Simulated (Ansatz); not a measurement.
Here is an Ansatz 0.2.0 calculation.

File input.yaml:

```yaml
crystal:
  lattice:
    - [0.0, 2.269, 2.269]
    - [2.269, 0.0, 2.269]
    - [2.269, 2.269, 0.0]
  atoms:
    - { symbol: P, position: [0.75, 0.75, 0.75] }
    - { symbol: B, position: [0.0, 0.0, 0.0] }
hamiltonian:
  xc: pbe
  pseudopotentials: { kind: paw }
  dispersion: d4
kpoints:
  mp_grid: { grid: [10, 10, 10] }
scf:
  occupations: { method: fermi_dirac, width: 0.05 }
output:
  forces: true
  stress: true
relax:
  f_tol: 0.01
  max_steps: 40
  cell: { stress_tol: 0.05 }
```

Potentials or basis: Ansatz PAW.

Run with:

```sh
$ ansatz run input.yaml --threads 2 --pin off --max-ram 5632MiB --backend cpu --events-out ev --progress --plain --runs-dir out
```

(1) Predict the space group after relaxing (to 0.05 Å).

(2) What does it give for the band gap on the k mesh?

Results:

(1) F-43m (No. 216).

(2) 1.21 eV.

Caveat: the plane-wave basis is chosen anew once the cell has moved, so the energies of steps on either side of that aren't comparable.
